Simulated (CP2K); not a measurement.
Runs of CP2K 2026.2 on TiO2. The typed cell holds 9 atoms: a = 5.291 Å, b = 5.291 Å, c = 6.133 Å, α = 90.00°, β = 90.00°, γ = 120.00°. The cell comes from a database or a generator and needn't be the stable form of this composition.

| level | cutoff of the non-local correlation (Ry) | gap on the mesh (eV) | pressure (GPa) | largest force (eV/Å) |
| --- | --- | --- | --- | --- |
| PBE | - | 3.69 | 8.4 | 6.07 |
| LDA | - | 3.66 | 3.3 | 5.96 |
| rev-vdW-DF2 | 300 | 3.69 | 7.3 | 6.18 |
| vdW-DF2 | 300 | (b) | 12.4 | 6.75 |
| PW91 | - | 3.69 | (a) | - |

Alike in all rows: task atomic charges; potentials or basis POTENTIAL_UZH Ti GTH-PBE-q12, O GTH-PBE-q6; DZVP-MOLOPT-PBE-GTH basis; no spin polarisation; cell atom 4 moved 0.15 Å; k mesh 5 × 5 × 4; smearing fermi-dirac 0.05 eV.

**Question.** Estimate the missing entries.

**Answer.** (a) 8.1; (b) 3.64.

Caveats: an odd mesh through Γ misses points on the zone boundary, where band edges often lie; the basis of atomic orbitals isn't converged, which shifts pressures, moduli and gaps; the potentials were made for another functional, which shifts forces and pressure (some runs); forces of over 1 eV/Å show positions far from the minimum, so gaps and moduli don't describe the material at rest (some runs); the forces don't sum to zero, a sign of grid noise (some runs).
